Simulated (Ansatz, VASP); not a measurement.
One calculation of P, two programs

Contents of POSCAR:

```
P
1.0
    2.5014235807      0.0000000000      0.0000000000
   -1.2507117903      2.1662963665      0.0000000000
    0.0000000000      0.0000000000      9.6845708071
P
4
Direct
    1.0000000000      1.0000000000      1.0000000000
    1.0000000000      1.0000000000      0.5000000000
    0.3333333333      0.6666666667      0.2500000000
    0.6666666667      0.3333333333      0.7500000000
```

The input INCAR.step1:

```
PREC = Accurate ; ENCUT = 520
ISMEAR = -1 ; SIGMA = 0.1
LREAL = F ; LASPH = T
NELM = 80 ; NBANDS = 18
GGA = PE ; ALGO = Normal
EDIFF = 1E-4 ; LWAVE = T
LCHARG = F
```

INCAR.step2

```
PREC = Accurate ; ENCUT = 520
EDIFF = 1E-7 ; ISMEAR = -1
SIGMA = 0.1 ; LREAL = F
LASPH = T ; NELM = 80
ALGO = Normal ; ISIF = 2
LWAVE = F ; LCHARG = F
METAGGA = R2SCAN ; LMIXTAU = T
NBANDS = 18 ; ISTART = 1
```

Contents of KPOINTS:

```
Automatic mesh
0
Gamma
  16 16 4
```

Input for Ansatz:

```yaml
crystal:
  lattice:
    - [2.5014235807, 0.0, 0.0]
    - [-1.2507117903, 2.1662963665, 0.0]
    - [0.0, 0.0, 9.6845708071]
  atoms:
    - { symbol: P, position: [1.0, 1.0, 1.0] }
    - { symbol: P, position: [1.0, 1.0, 0.5] }
    - { symbol: P, position: [0.3333333333, 0.6666666667, 0.25] }
    - { symbol: P, position: [0.6666666667, 0.3333333333, 0.75] }
hamiltonian:
  xc: r2scan
  pseudopotentials:
    kind: paw
    azcp:
      P: "pseudopotentials/P.paw.azcp"
basis:
  ecutwfc: 500
  fft_grid_basis: typed
kpoints:
  mp_grid: { grid: [16, 16, 4], shift: [0, 0, 0] }
magnetization:
  spin_polarized: false
scf:
  occupations: { method: fermi_dirac, width: 0.1 }
  lower_state_search: "off"
output:
  stress: true
```

Alike in both runs: task single point; functional r2SCAN; k mesh 16 × 16 × 4; occupations fermi-dirac, width 0.1 eV; no spin polarisation.

```csv
,VASP,Ansatz
version,VASP 6.6.1,Ansatz 0.2.0
potentials or method,"VASP PAW PBE potentials, release 64 (P)","plane waves (500 eV) with PAW, scalar-relativistic"
plane-wave cutoff (eV),520,500
valence electrons in the cell,20,20
```

Ansatz gave:

| Item | Value |
| --- | --- |
| pressure (GPa) | 13.7 |
| largest component of the traceless stress (GPa) | 2.71 |

Task: What did VASP give for the same quantities?

Result: Pressure (GPa): 13.5; largest component of the traceless stress (GPa): 2.53.

Caveats: the PAW data sets were made with another functional, which shifts forces and pressure a little (VASP).
